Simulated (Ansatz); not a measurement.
The system is GaN.

```
Ga N
1.0
     3.09957    0.00000    0.00000
     1.54979    2.68431    0.00000
     1.54979    0.89477    2.53079
Ga N
1 1
Direct
  0.00000 0.00000 0.00000
  0.25000 0.25000 0.25000
```

The cell is a database's computed one.

The cell isn't the ideal one: volume scaled by 0.92.

| Property | Result |
| --- | --- |
| Program | Ansatz 0.2.0 |
| Task | relaxation of cell and atoms |
| Functional | LDA |
| Potentials or basis | all-electron LAPW, scalar-relativistic |
| Basis error allowed | 0.001 eV/atom |
| k mesh | 10 × 10 × 10 |
| Occupations | tetrahedron |
| Spin | no spin polarisation |

At the start: volume 10.53 Å³/atom.

Q: Where does the relaxation end?

A: Over 5 steps the energy falls by 18.0 meV/atom and the volume is 11.07 Å³/atom (+5.1 %); space group F-43m (No. 216, to 0.05 Å).

Step by step:
| step | energy change (eV) | largest force (eV/Å) | volume (Å³) |
| --- | --- | --- | --- |
| 1 | 0.0000 | 0.0000 | 21.06 |
| 2 | -0.0293 | 0.0000 | 21.65 |
| 3 | -0.0360 | 0.0000 | 22.09 |
| 4 | -0.0361 | 0.0000 | 22.13 |
| 5 | -0.0361 | 0.0000 | 22.13 |

Final structure:
```cif
data_structure
_symmetry_space_group_name_H-M 'P 1'
_symmetry_Int_Tables_number 1
_cell_length_a 3.1515
_cell_length_b 3.1515
_cell_length_c 3.1515
_cell_angle_alpha 60.000
_cell_angle_beta 60.000
_cell_angle_gamma 60.000
_cell_volume 22.13
loop_
_atom_site_label
_atom_site_type_symbol
_atom_site_fract_x
_atom_site_fract_y
_atom_site_fract_z
_atom_site_occupancy
Ga1 Ga 0.00000 0.00000 0.00000 1
N1 N 0.25000 0.25000 0.25000 1
```

Caveat: with tetrahedron occupations forces and stress needn't match the slope of the energy.
